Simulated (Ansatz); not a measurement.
**Cr: a single-point run**

Aim: a sound single-point run of Cr.

Program: Ansatz 0.2.0. Level of theory: DFT, PBE, PAW with Ansatz's default frozen-core files, scalar-relativistic. These are calculated values, not measurements.

### 1 The starting structure

Symmetry: Fm-3m, No. 225, cubic system. Conventional cell: a = 3.752 Å, b = 3.752 Å, c = 3.752 Å, α = 90.00°, β = 90.00°, γ = 90.00°. Cr (site symmetry m-3m) has 12 Cr at 2.65 Å as nearest neighbours.

The input asks for a charge of +6 e on the cell.

Coordinates:

```
Cr
1.0
     0.00000    1.87609    1.87609
     1.87609    0.00000    1.87609
     1.87609    1.87609    0.00000
Cr
1
Direct
  0.00000 0.00000 0.00000
```

### 2 Input and run

Contents of input.yaml:

```yaml
crystal:
  lattice:
    - [0.0, 1.8760875933, 1.8760875933]
    - [1.8760875933, 0.0, 1.8760875933]
    - [1.8760875933, 1.8760875933, 0.0]
  atoms:
    - { symbol: Cr, position: [0.0, 0.0, 0.0], spin: 3.0 }
magnetization:
  spin_polarized: true
kpoints:
  mp_grid: { grid: [19, 19, 19] }
scf:
  occupations: { method: fermi_dirac, width: 0.03 }
  max_iter: 80
hamiltonian:
  xc: pbe
  pseudopotentials: { kind: paw }
output:
  forces: true
  stress: true
  eigenvalues: true
  efg: { contact_densities: true }
total_charge: 6
```

Started as:

```
ansatz run input.yaml --threads 1 --pin off --max-ram 3072MiB --backend cpu --events-out ev --progress --plain --runs-dir out
```

Q: Will this input give a usable result? If not, why, and what should change?

The program finished normally, with warnings (seeded moment not kept). It gives a pressure of 192 GPa, which is large; a structure far from rest gives such values too, whatever the setting.

In the input, total_charge is 6. The net charge is not the one intended, so the run treats another number of electrons.

To check: delete total_charge (the default then holds).
